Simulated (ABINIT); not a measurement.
ZrN:

```
Zr N
1.0
     0.00000    2.30000    2.30000
     2.30000    0.00000    2.30000
     2.30000    2.30000    0.00000
Zr N
1 1
Direct
  0.50000 0.50000 0.50000
  0.00000 0.00000 0.00000
```

Program: ABINIT 10.8.3 (patched build). Alike in all runs: cell as given; smearing fermi-dirac 0.05 eV. Hardware: 1 thread of Arm Neoverse V1, on a shared host.

Task: Order these runs on this cell by their wall time, lowest first.
A. task band structure; level PW91; potentials or basis JTH PAW PBE v2.0; spin off; k mesh 10 × 10 × 10; cutoff (eV) 707; fine-grid cutoff 1306.15 eV; mesh quality not flagged
B. task band structure; level PBEsol; potentials or basis JTH PAW PBE v2.0; spin SOC, no magnetisation; k mesh 10 × 10 × 10; cutoff (eV) 707; fine-grid cutoff 1306.15 eV; mesh quality not flagged
C. task single point; level LDA; potentials or basis JTH PAW LDA v2.0; spin off; k mesh 6 × 6 × 6; cutoff (eV) 680; fine-grid cutoff 1278.94 eV; mesh quality coarse

Result: C (7.6 s), A (54 s), B (260 s).

Caveats: some runs use coarse meshes.

Runs at the PBE level aren't shown here.
